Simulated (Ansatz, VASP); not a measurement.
**Si: VASP beside Ansatz**

```xyz
2
Lattice="0.0000 2.7168 2.7168 2.7168 0.0000 2.7168 2.7168 2.7168 0.0000" Properties=species:S:1:pos:R:3 pbc="T T T"
Si    4.0751    4.0751    4.0751
Si    2.7168    2.7168    2.7168
```

Alike in both runs: functional PBEsol; k mesh 10 × 10 × 10; occupations gaussian, width 0.02 eV; no spin polarisation.

Ansatz relaxed the structure, and its values are those at the end. VASP's run is a single point on that final structure, the one shown.

```csv
,VASP,Ansatz
version,VASP 6.6.1,Ansatz 0.2.0
potentials or method,"VASP PAW PBE potentials, release 64 (Si)","scalar-relativistic, plane waves, PAW"
plane-wave cutoff (eV),520,420
valence electrons in the cell,8,8
```

Ansatz gave:

| Item | Value |
| --- | --- |
| gap on the k mesh at the Fermi level (eV) | 0.47 |
| least direct gap on the mesh (eV) | 2.52 |
| pressure (GPa) | 0.0 |

**Question.** What did VASP give for the same quantities?

**Answer.** gap on the k mesh at the Fermi level (eV): 0.47; least direct gap on the mesh (eV): 2.52; pressure (GPa): 0.1.

Caveats: the PAW data sets were made with another functional, which shifts forces and pressure a little (VASP). A k mesh can miss the band edges.
